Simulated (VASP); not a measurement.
Wanted: the native input for a VASP 6.6.1 run.

```yaml
Task: single point
Functional: PBE
Potentials_or_basis: VASP PAW PBE potentials, release 64 (Ba_sv_GW, Te_GW)
Cutoff: 450 eV
k_mesh: 3 × 3 × 3
Occupations: gaussian, width 0.02 eV
Spin: no spin polarisation
Further_INCAR_settings: ALGO = Fast; EDIFF = 1e-06; NBANDS = 15
```

The structure of BaTe lies in POSCAR:

```
BaTe
1.0
    4.2624660000      0.0000000000      0.0000000000
    0.0000000000      4.2624660000      0.0000000000
    0.0000000000      0.0000000000      4.2624660000
Ba Te
1 1
Direct
    0.0000000000      0.0000000000      0.0000000000
    0.5000000000      0.5000000000      0.5000000000
```

The cell comes from a database or a generator and needn't be the stable form of this composition.

One way to write it, as run:

INCAR

```
  PREC = Accurate
  ENCUT = 450
  EDIFF = 1E-6
  ISMEAR = 0
  SIGMA = 0.02
  LREAL = False
  LASPH = True
  NELM = 80
  ALGO = Fast
  ISIF = 2
  LWAVE = False
  LCHARG = False
  GGA = PE
  NBANDS = 15
```

KPOINTS

```
regular mesh
0
Gamma
  3 3 3
```

Potentials or basis: VASP PAW PBE potentials, release 64 (Ba_sv_GW, Te_GW).

The run is started by

```sh
$ cat potpaw_PBE.64/Ba_sv_GW/POTCAR potpaw_PBE.64/Te_GW/POTCAR > POTCAR
$ mpirun -np 1 vasp_std > vasp.out
```

Results of the run:

The pressure is -0.1 GPa. The band gap on the k mesh is 1.19 eV, direct.

Caveat: the k mesh is coarse (spacing up to 0.49 Å⁻¹), so the values aren't converged; spin-orbit coupling is left out, which moves the levels of the heavy elements.

It took 18 s on 1 thread of Intel(R) Xeon(R) Platinum 8375C CPU @ 2.90GHz (Ice Lake), with other jobs on the host, peak memory 0.16 GiB.
